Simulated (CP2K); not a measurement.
Crystal: MoS2.

```
CELL_PARAMETERS angstrom
3.16900 0.00000 0.00000
-1.58450 2.74443 0.00000
0.00000 0.00000 12.32400
ATOMIC_POSITIONS crystal
Mo 0.66667 0.33333 0.75000
Mo 0.33333 0.66667 0.25000
S 0.66667 0.33333 0.37700
S 0.33333 0.66667 0.87700
S 0.66667 0.33333 0.12300
S 0.33333 0.66667 0.62300
```

Base run:

- Program: CP2K 2026.2
- Functional: PBE
- Potentials or basis: POTENTIAL_UZH Mo GTH-PBE-q14, S GTH-PBE-q6; DZVP-MOLOPT-PBE-GTH basis
- Density cutoff: 9184 eV
- k mesh: 10 × 10 × 3
- Occupations: fermi-dirac, width 0.05 eV
- Spin: no spin polarisation

Its results: pressure 3.9 GPa; largest force 0.174 eV/Å.

Q: The run is repeated on the same cell with these changes: functional from PBE to OLYP. What comes out?

A: Pressure 2.3 GPa; largest force 0.358 eV/Å.

Caveats: this functional lacks dispersion, which binds the layers, so the pressure and a relaxed spacing across them are unreliable; the basis of atomic orbitals isn't converged, which shifts pressures, moduli and gaps; the potentials were made for another functional, which shifts forces and pressure (some runs).
